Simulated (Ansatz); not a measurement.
**Cr: how the free axis answers a strain**

Cr, Im-3m, a = 2.848 Å. Ansatz: PBE, PAW, 420 eV, Γ-centred 18×18×18 mesh on 2 atoms, Gaussian smearing 0.10 eV; no spin polarisation. Series: biaxial strain in the a-b plane, c and atoms relaxed; x is the strain in per cent. y is the change of c in per cent of 2.848 Å.

| x (%) | y (%) |
| --- | --- |
| -6.0 | 4.76 |
| -4.0 | 2.77 |
| -2.0 | ? |
| 0.0 | 0.00 |
| 2.0 | -1.09 |
| 4.0 | -2.11 |
| 6.0 | -3.16 |

Q: Fit y = c1 x + c2 x² to the other rows, say what c1 measures, and predict the missing y.

A: Least squares on the rows shown. y = −0.6426 x + 0.02210 x². With no stress along c, c1 = −2C12/C11 = -0.643. With a term in x³ added, the coefficient of x becomes -0.5726, 11 % less, which shows how far this figure hangs on the form. At x = -2.0 the fit asked for gives 1.37 %. The run gave 1.23 %, so the fit is 0.14 % too high, within twice the rms miss on the fitted rows (0.12 %).